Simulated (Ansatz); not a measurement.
# InAs (Fm-3m): from the listed cell to zero pressure

Aim: the volume at which the pressure of InAs (Fm-3m) vanishes.

Method: DFT PBE, scalar-relativistic, plane waves, PAW, in Ansatz 0.2.0.

**1. The system as given**

Symmetry: Fm-3m, No. 225, cubic system. Conventional cell: a = 5.755 Å, b = 5.755 Å, c = 5.755 Å, α = 90.00°, β = 90.00°, γ = 90.00°. In (site symmetry m-3m) has 6 As at 2.88 Å as nearest neighbours. Around As (site symmetry m-3m) lie 6 In at 2.88 Å.

As a file:

```
In As
1.0
     0.00000    2.87730    2.87730
     2.87730    0.00000    2.87730
     2.87730    2.87730    0.00000
In As
1 1
Direct
  0.50000 0.50000 0.50000
  0.00000 0.00000 0.00000
```

**2. First run, at the start cell**

Input file input.yaml:

```yaml
crystal:
  lattice:
    - [0.0, 2.877304, 2.877304]
    - [2.877304, 0.0, 2.877304]
    - [2.877304, 2.877304, 0.0]
  atoms:
    - { symbol: In, position: [0.5, 0.5, 0.5] }
    - { symbol: As, position: [0.0, 0.0, 0.0] }
basis:
  ecutwfc: 420
  ecutrho_ratio: 4
kpoints:
  mp_grid: { grid: [14, 14, 14] }
hamiltonian:
  xc: pbe
scf:
  occupations: { method: gaussian, width: 0.05 }
output:
  forces: true
  stress: true
  eigenvalues: true
```

Started as:

```bash
> ansatz run input.yaml --threads 1 --pin off --max-ram 2560MiB --backend cpu --events-out ev --progress --plain --runs-dir out
```

Output, shortened:

```text
Warning: RAYON_NUM_THREADS=1 ignored (pool sized by the plan → 1); use --threads N
[...]
Pseudopotentials: kind: paw
Pseudopotential: In, paw, valence charge 13, recommended cutoff 420 eV (normal), In.paw.azcp
Pseudopotential: As, paw, valence charge 15, recommended cutoff 420 eV (normal), As.paw.azcp
Functional definition: PBE
[...]
Crystal: 2 atoms, lattice volume = 47.642 Å³
Basis set: ecut = 420 eV, 941 PW (Γ), exchange–correlation on 60×60×60 points (8 copies of the dense FFT grid, shifted against one another)
Bands: 18, of which v1, the nominal top of the filled ones, is band 14 counted from 1 (13 counted from 0)
Symmetry: 48 space group operations
Space group: Fm-3m (ITA 225), of the structure as read, at distance tolerance 3.6e-5 Å
k-points: 104 of 2744
[...]
SCF iter   1: F=—  HF=-10454.074321 eV  |F-HF|=—  |Δ(HF+E_count)|=         —  Δρ=2.17e-3  dr2=4.78e-3  ethr=1.77e-3  ⟨swp⟩=6.0  Hψ=9030  notcnv=0
[...]
SCF iter   7: F=-10454.071881 eV  HF=-10454.071881 eV  |F-HF|=4.98e-8  |Δ(HF+E_count)|=   8.43e-8  Δρ=1.21e-5  dr2=5.55e-8  ethr=3.57e-10  ⟨swp⟩=3.2  Hψ=7457  notcnv=0
[...]
SCF converged after 7 iterations
Free energy (F): -10454.071881 eV
[...]
E sigma→0 (E₀):  -10454.070991 eV
Entropy (-TS):   -0.001780 eV (-0.890 meV/atom)
Fermi energy:    9.777078 eV
[...]
--- Forces (eV/Å), atoms counted from 1 ---
  atom   1  In     0.00000000    -0.00000000    -0.00000000
  atom   2  As    -0.00000000    -0.00000000     0.00000000
[...]
--- Stress (GPa, compression-positive) ---
       -0.179079       0.000000       0.000000
       -0.000000      -0.179079      -0.000000
       -0.000000      -0.000000      -0.179079
  P = ⅓ Tr σ = -0.1791 GPa (-1.791 kbar)
--- Band table (eV; the first three rows and the last of 104) ---
  k-point 0: bands = ["-25.3094", "-25.3094", "-25.3034", "-25.3034", "-25.3034", "-4.5118", "-4.5118", "-4.4930", "-4.4930", "-4.4930", "-2.2830", "9.1474", "9.6171", "9.6171", "9.6171", "17.0090", "17.0090", "17.0090"]
[...]
```

It took 3.5 s on 1 thread of Intel Xeon Platinum 8375C at 2.90GHz (Ice Lake), shared host; peak memory 0.44 GiB.

This gives: volume 23.821 Å³/atom, pressure -0.18 GPa, a metal on this mesh.

**3. Volume adjusted, run 2**

Edit input.yaml of step 2 so:

```diff
@@ -2,5 +2,5 @@
   lattice:
-    - [0.0, 2.877304, 2.877304]
-    - [2.877304, 0.0, 2.877304]
-    - [2.877304, 2.877304, 0.0]
+    - [0.0, 2.8734624681, 2.8734624681]
+    - [2.8734624681, 0.0, 2.8734624681]
+    - [2.8734624681, 2.8734624681, 0.0]
   atoms:
```

Started as:

```bash
> ansatz run input.yaml --threads 1 --pin off --max-ram 2560MiB --backend cpu --events-out ev --progress --plain --runs-dir out
```

Output, shortened:

```text
Warning: RAYON_NUM_THREADS=1 ignored (pool sized by the plan → 1); use --threads N
[...]
[... 4 set-up lines as earlier in the session ...]
[...]
Crystal: 2 atoms, lattice volume = 47.451 Å³
Basis set: ecut = 420 eV, 941 PW (Γ), exchange–correlation on 60×60×60 points (8 copies of the dense FFT grid, shifted against one another)
Bands: 18, of which v1, the nominal top of the filled ones, is band 14 counted from 1 (13 counted from 0)
[... 2 set-up lines as earlier in the session ...]
k-points: 104 of 2744
[...]
SCF iter   1: F=—  HF=-10454.074413 eV  |F-HF|=—  |Δ(HF+E_count)|=         —  Δρ=2.18e-3  dr2=4.79e-3  ethr=1.77e-3  ⟨swp⟩=6.0  Hψ=9007  notcnv=0
[...]
SCF iter   7: F=-10454.071949 eV  HF=-10454.071949 eV  |F-HF|=4.91e-8  |Δ(HF+E_count)|=   8.70e-8  Δρ=1.21e-5  dr2=5.49e-8  ethr=3.57e-10  ⟨swp⟩=3.2  Hψ=7455  notcnv=0
[...]
SCF converged after 7 iterations
Free energy (F): -10454.071949 eV
[...]
E sigma→0 (E₀):  -10454.071061 eV
Entropy (-TS):   -0.001777 eV (-0.889 meV/atom)
Fermi energy:    9.835996 eV
[...]
--- Forces (eV/Å), atoms counted from 1 ---
  atom   1  In     0.00000000    -0.00000000     0.00000000
  atom   2  As    -0.00000000     0.00000000    -0.00000000
[...]
--- Stress (GPa, compression-positive) ---
        0.066925      -0.000000      -0.000000
        0.000000       0.066925       0.000000
        0.000000       0.000000       0.066925
  P = ⅓ Tr σ = 0.0669 GPa (0.669 kbar)
--- Band table (eV; the first three rows and the last of 104) ---
  k-point 0: bands = ["-25.2516", "-25.2516", "-25.2456", "-25.2456", "-25.2456", "-4.4565", "-4.4565", "-4.4375", "-4.4375", "-4.4375", "-2.2504", "9.2345", "9.6744", "9.6744", "9.6744", "17.0724", "17.0724", "17.0724"]
[...]
```

Wall time 3.4 s (1 thread of Intel Xeon Platinum 8375C at 2.90GHz (Ice Lake), shared host); peak memory 0.45 GiB.

This gives: volume 23.726 Å³/atom, pressure 0.07 GPa, no gap.

**4. The runs together**

| run | functional | volume (Å³/atom) | pressure (GPa) | energy from the first of its functional (meV/atom) | k mesh |
| --- | --- | --- | --- | --- | --- |
| 1 | PBE | 23.821 | -0.18 | 0.0 | 14×14×14 |
| 2 | PBE | 23.726 | 0.07 | 0.0 | 14×14×14 |

**5. What came out**

| quantity | value |
| --- | --- |
| volume | 23.726 Å³/atom |
| pressure | 0.07 GPa |
| conventional cell | a = 5.747 Å, b = 5.747 Å, c = 5.747 Å, α = 90.00°, β = 90.00°, γ = 90.00° |
| gap on the mesh | none (metal) |

What this shows: The volume went from 23.82 to 23.73 Å³/atom (-0.4 %), where 0.07 GPa is left.
